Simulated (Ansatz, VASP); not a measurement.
## Ti: VASP beside Ansatz

```
Ti
1.0
     4.49471    0.00000    0.00000
    -2.24735    3.89253    0.00000
     0.00000    0.00000    2.78558
Ti
3
Direct
  0.00000 0.00000 0.00000
  0.33333 0.66667 0.50000
  0.66667 0.33333 0.50000
```

Alike in both runs: functional PBE; dispersion D3(BJ); k mesh 12 × 12 × 14; occupations gaussian, width 0.1 eV; no spin polarisation.

Ansatz relaxed the structure, and its values are those at the end. VASP's run is a single point on that final structure, the one shown.

```csv
,VASP,Ansatz
version,VASP 6.6.1,Ansatz 0.2.0
potentials or method,"VASP PAW PBE potentials, release 64 (Ti_sv)","scalar-relativistic, plane waves, PAW"
plane-wave cutoff (eV),520,420
valence electrons in the cell,36,36
```

```csv
,VASP,Ansatz,Ansatz less VASP
gap on the k mesh at the Fermi level (eV),none,none,-
pressure (GPa),-0.4,0.0,+0.40
```

A gap of «none» marks a metal or a gap that the smearing closes.

Caveats: pairwise dispersion overbinds metals, which lowers pressure and volume.
